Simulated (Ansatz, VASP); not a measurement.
# S: VASP beside Ansatz

The input INCAR:

```
SYSTEM = S
ALGO = Normal
EDIFF = 1E-6
EDIFFG = -0.01
ENCUT = 600
GGA = PE
IBRION = 2
ISIF = 3
ISMEAR = 0
LASPH = .True.
LCHARG = .False.
LREAL = .False.
LWAVE = .False.
NELM = 100
NSW = 100
PREC = Accurate
SIGMA = 0.1
```

Contents of KPOINTS:

```
k-points
0
Gamma
  18 18 12
  0 0 0
```

File POSCAR:

```
S
1.0
    3.9901993289      0.0000000000      0.0000000000
   -1.9950996644      3.4556139850      0.0000000000
    0.0000000000      0.0000000000      4.4880042324
S
2
Direct
    0.3333333333      0.6666666667      0.5000000000
    0.6666666667      0.3333333333      0.5000000000
```

Input for Ansatz:

```yaml
crystal:
  lattice:
    - [3.9901993289, 0.0, 0.0]
    - [-1.9950996644, 3.455613985, 0.0]
    - [0.0, 0.0, 4.4880042324]
  atoms:
    - { symbol: S, position: [0.3333333333, 0.6666666667, 0.5] }
    - { symbol: S, position: [0.6666666667, 0.3333333333, 0.5] }
basis:
  ecutwfc: 420
kpoints:
  mp_grid: { grid: [18, 18, 12] }
hamiltonian:
  xc: pbe
scf:
  occupations: { method: gaussian, width: 0.1 }
output:
  forces: true
  stress: true
  eigenvalues: true
relax:
  adjacent_minimum: "off"
  f_tol: 0.01
  max_steps: 80
  cell: { stress_tol: 0.05 }
```

Alike in both runs: task relaxation of cell and atoms; functional PBE; k mesh 18 × 18 × 12; occupations gaussian, width 0.1 eV; no spin polarisation.

|  | VASP | Ansatz |
| --- | --- | --- |
| version | VASP 6.6.1 | Ansatz 0.2.0 |
| potentials or method | VASP PAW PBE potentials, release 64 (S) | scalar-relativistic, plane waves, PAW |
| plane-wave cutoff (eV) | 600 | 420 |
| valence electrons in the cell | 12 | 12 |

|  | VASP | Ansatz | Ansatz less VASP |
| --- | --- | --- | --- |
| gap on the k mesh at the Fermi level, each at its own relaxed structure (eV) | none | none | - |
| relaxed volume (Å³/atom) | 30.91 | 30.94 | +0.035 |
| relaxed cell length with the largest relative difference (Å) | 3.988 | 3.990 | +0.0021 |

A gap of «none» marks a metal or a gap that the smearing closes.

Caveats: this functional lacks dispersion, which binds the layers, so the pressure and a relaxed spacing across them are unreliable.
